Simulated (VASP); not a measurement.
# WC (Qusongite) (P-6m2) in VASP: further runs, part 2 of 2

VASP 6.6.1. The steps go on from the part before.

## 5. Relaxation of cell and atoms, revPBE+D3

INCAR reads:

```
ALGO = Normal ; EDIFF = 1E-6
EDIFFG = -0.01 ; ENCUT = 600
GGA = RE ; IBRION = 2
ISIF = 3 ; ISMEAR = -1
IVDW = 11 ; LASPH = True
LCHARG = False ; LREAL = False
LWAVE = False ; NELM = 60
NSW = 40 ; PREC = Accurate
SIGMA = 0.05
```

KPOINTS reads:

```
k-points
0
Gamma
  10 10 9
```

POSCAR reads:

```
WC
1.0
    2.9065000000      0.0000000000      0.0000000000
   -1.4532500000      2.5171028361      0.0000000000
    0.0000000000      0.0000000000      2.8366000000
W C
1 1
Direct
    0.0000000000      0.0000000000      0.0000000000
    0.6666666667      0.3333333333      0.5000000000
```

Command:

```
$ cat potpaw_PBE.64/W_sv/POTCAR potpaw_PBE.64/C/POTCAR > POTCAR
$ mpirun -np 1 vasp_std > vasp.out
```

Wall time 20 s (1 thread of Intel Xeon 6975P-C (Granite Rapids), shared host); peak memory 0.17 GiB.

Results (log left out):

| Property | Result |
| --- | --- |
| Free energy | -22.8236 eV |
| Relaxed volume | 10.40 Å³/atom |
| Relaxed cell | a = 2.906 Å, b = 2.906 Å, c = 2.846 Å, α = 90.00°, β = 90.00°, γ = 120.00° |
| Space group after relaxing (to 0.05 Å) | P-6m2 (No. 187) |
| Energy gained by relaxing | 0.3 meV/atom |
| Ionic steps | 5 |
| Pressure after relaxing | 0.0 GPa |
| Band gap on the k mesh | none (metal or under the smearing width) |
| Dispersion energy per atom | -0.618 eV |

The path:
```
step  energy change (eV)  largest force (eV/Å)  pressure (GPa)  volume (Å³)
   1              0.0000                0.0000            1.22        20.75
   2              0.0023                0.0000           -3.56        20.99
   3             -0.0006                0.0000           -0.29        20.83
   4             -0.0006                0.0000            0.38        20.79
   5             -0.0006                0.0000            0.02        20.81
```

Final structure:
```cif
data_structure
_symmetry_space_group_name_H-M 'P 1'
_symmetry_Int_Tables_number 1
_cell_length_a 2.9056
_cell_length_b 2.9056
_cell_length_c 2.8460
_cell_angle_alpha 90.000
_cell_angle_beta 90.000
_cell_angle_gamma 120.000
_cell_volume 20.81
loop_
_atom_site_label
_atom_site_type_symbol
_atom_site_fract_x
_atom_site_fract_y
_atom_site_fract_z
_atom_site_occupancy
W1 W 0.00000 0.00000 0.00000 1
C1 C 0.66667 0.33333 0.50000 1
```

Levels at points of the mesh, in eV from the Fermi level:
```tsv
k point	band 7	band 8	band 9	band 10	band 11	band 12
(0.00, 0.00, 0.00)	-3.30	-3.30	0.04	3.21	3.21	5.60
(0.50, 0.00, 0.00)	-3.65	-3.57	-0.46	2.32	4.54	4.91
```

Caveat: the PAW data sets were made with another functional, which shifts forces and pressure a little; pairwise dispersion overbinds metals, which lowers pressure and volume.

## 6. Relaxation of cell and atoms, revPBE+D3(BJ)

INCAR reads:

```
PREC     = Accurate       # precision mode
ENCUT    = 600            # plane-wave cutoff, eV
EDIFF    = 1E-6           # SCF threshold, eV
ISMEAR   = -1             # smearing method
SIGMA    = 0.05           # smearing width, eV
LREAL    = False          # projectors in reciprocal space
LASPH    = True           # aspherical terms in the spheres
NELM     = 60             # most SCF steps
ALGO     = Normal         # electronic algorithm
ISIF     = 3              # what is computed and relaxed
LWAVE    = False          # write WAVECAR
LCHARG   = False          # write CHGCAR
GGA      = RE             # functional
IVDW     = 12             # dispersion correction
IBRION   = 2              # ionic algorithm
NSW      = 60             # ionic steps
EDIFFG   = -0.005         # ionic threshold
```

KPOINTS reads:

```
Automatic mesh
0
Gamma
  10 10 9
```

POSCAR is that of step 5.

Potentials or basis: VASP PAW PBE potentials, release 64 (W_sv, C).

Command:

```
$ cat potpaw_PBE.64/W_sv/POTCAR potpaw_PBE.64/C/POTCAR > POTCAR
$ mpirun -np 1 vasp_std > vasp.out
```

It took 28 s on 1 thread of Intel Xeon 6975P-C (Granite Rapids), shared host; peak memory 0.17 GiB.

It converged, with:

| Quantity | Value |
| --- | --- |
| Free energy | -23.3145 eV |
| Relaxed volume | 10.27 Å³/atom |
| Relaxed cell | a = 2.896 Å, b = 2.896 Å, c = 2.829 Å, α = 90.00°, β = 90.00°, γ = 120.00° |
| Space group after relaxing (to 0.05 Å) | P-6m2 (No. 187) |
| Energy gained by relaxing | 1.4 meV/atom |
| Ionic steps | 9 |
| Pressure after relaxing | 0.0 GPa |
| Band gap on the k mesh | none (metal or under the smearing width) |
| Dispersion energy per atom | -0.872 eV |

Step by step:
| step | energy change (eV) | largest force (eV/Å) | pressure (GPa) | volume (Å³) |
| --- | --- | --- | --- | --- |
| 1 | 0.0000 | 0.0000 | -4.10 | 20.75 |
| 2 | 0.0189 | 0.0000 | 12.38 | 19.96 |
| 3 | -0.0027 | 0.0000 | -0.04 | 20.54 |
| 4 | -0.0027 | 0.0000 | -0.02 | 20.54 |
| 5 | -0.0027 | 0.0000 | 0.06 | 20.53 |
| 6 | -0.0027 | 0.0000 | 0.16 | 20.53 |
| 7 | -0.0028 | 0.0000 | 0.13 | 20.53 |
| 8 | -0.0028 | 0.0000 | -0.23 | 20.55 |
| 9 | -0.0028 | 0.0000 | -0.03 | 20.54 |

Final structure:
```xyz
2
Lattice="2.8955 0.0000 0.0000 -1.4478 2.5076 0.0000 0.0000 0.0000 2.8287" Properties=species:S:1:pos:R:3 pbc="T T T"
W     0.0000    0.0000    0.0000
C     1.4478    0.8359    1.4144
```

Levels at points of the mesh, in eV from the Fermi level:
```tsv
k point	band 6	band 7	band 8	band 9	band 10	band 11	band 12	band 13
(0.00, 0.00, 0.00)	-4.37	-3.37	-3.37	0.08	3.29	3.29	5.69	5.69
(0.50, 0.00, 0.00)	-7.09	-3.67	-3.62	-0.47	2.38	4.61	4.98	6.93
```

Caveat: the PAW data sets were made with another functional, which shifts forces and pressure a little; pairwise dispersion overbinds metals, which lowers pressure and volume.

## 7. Relaxation of cell and atoms, revPBE+D4

INCAR reads:

```
SYSTEM = WC
ALGO = Normal
EDIFF = 1E-6
EDIFFG = -0.01
ENCUT = 600
GGA = RE
IBRION = 2
ISIF = 3
ISMEAR = -1
IVDW = 13
LASPH = .TRUE.
LCHARG = .FALSE.
LREAL = .FALSE.
LWAVE = .FALSE.
NELM = 80
NSW = 40
PREC = Accurate
SIGMA = 0.05
```

KPOINTS reads:

```
k-points
0
G
  10 10 9
  0 0 0
```

POSCAR is that of step 6.

Command:

```
$ cat potpaw_PBE.64/W_sv/POTCAR potpaw_PBE.64/C/POTCAR > POTCAR
$ mpirun -np 1 vasp_std > vasp.out
```

Wall time 25 s (1 thread of Intel Xeon 6975P-C (Granite Rapids), shared host); peak memory 0.16 GiB.

It converged, with:

| Quantity | Value |
| --- | --- |
| Free energy | -23.2107 eV |
| Relaxed volume | 10.30 Å³/atom |
| Relaxed cell | a = 2.899 Å, b = 2.899 Å, c = 2.831 Å, α = 90.00°, β = 90.00°, γ = 120.00° |
| Space group after relaxing (to 0.05 Å) | P-6m2 (No. 187) |
| Energy gained by relaxing | 0.7 meV/atom |
| Ionic steps | 6 |
| Pressure after relaxing | 0.0 GPa |
| Band gap on the k mesh | none (metal or under the smearing width) |
| Dispersion energy per atom | -0.818 eV |

Stress tensor (GPa, compression positive):
```
 0.09  0.00  0.00
 0.00  0.09  0.00
 0.00  0.00 -0.04
```

Step by step:
```csv
step,energy change (eV),largest force (eV/Å),pressure (GPa),volume (Å³)
1,0.0000,0.0000,-2.82,20.75
2,0.0088,0.0000,8.29,20.21
3,-0.0013,0.0000,-0.02,20.61
4,-0.0013,0.0000,0.00,20.60
5,-0.0013,0.0000,0.06,20.60
6,-0.0013,0.0000,0.05,20.60
```

Final structure:
```yaml
crystal:
  lattice:
    - [2.89877, 0.00000, 0.00000]
    - [-1.44939, 2.51041, 0.00000]
    - [0.00000, 0.00000, 2.83119]
  atoms:
    - { symbol: W, position: [0.00000, 0.00000, 0.00000] }
    - { symbol: C, position: [0.66667, 0.33333, 0.50000] }
```

Levels at points of the mesh, in eV from the Fermi level:
```tsv
k point	band 7	band 8	band 9	band 10	band 11	band 12
(0.00, 0.00, 0.00)	-3.36	-3.36	0.08	3.27	3.27	5.68
(0.50, 0.00, 0.00)	-3.66	-3.60	-0.47	2.37	4.59	4.95
```

Caveat: the PAW data sets were made with another functional, which shifts forces and pressure a little; pairwise dispersion overbinds metals, which lowers pressure and volume. The run has no spin-orbit coupling, so splittings on W are missing.

## 8. Overview

| level | gap on the mesh (eV) | pressure (GPa) | relaxed volume (Å³/atom) |
| --- | --- | --- | --- |
| RPBE+D3 | none | 0.0 | 10.45 |
| RPBE+D3(BJ) | none | 0.0 | 9.61 |
| RPBE+D4 | none | 0.0 | 10.29 |
| revPBE+D3 | none | 0.0 | 10.40 |
| revPBE+D3(BJ) | none | 0.0 | 10.27 |
| revPBE+D4 | none | 0.0 | 10.30 |

Alike in all rows: task relaxation of cell and atoms; potentials or basis VASP PAW PBE potentials, release 64 (W_sv, C); no spin polarisation; cell relaxed; k mesh 10 × 10 × 9; cutoff (eV) 600; smearing fermi-dirac 0.05 eV.

Caveats: the PAW data sets were made with another functional, which shifts forces and pressure a little; pairwise dispersion overbinds metals, which lowers pressure and volume.

Total energies depend on the potentials used, so only differences within one code and one set of settings carry meaning.
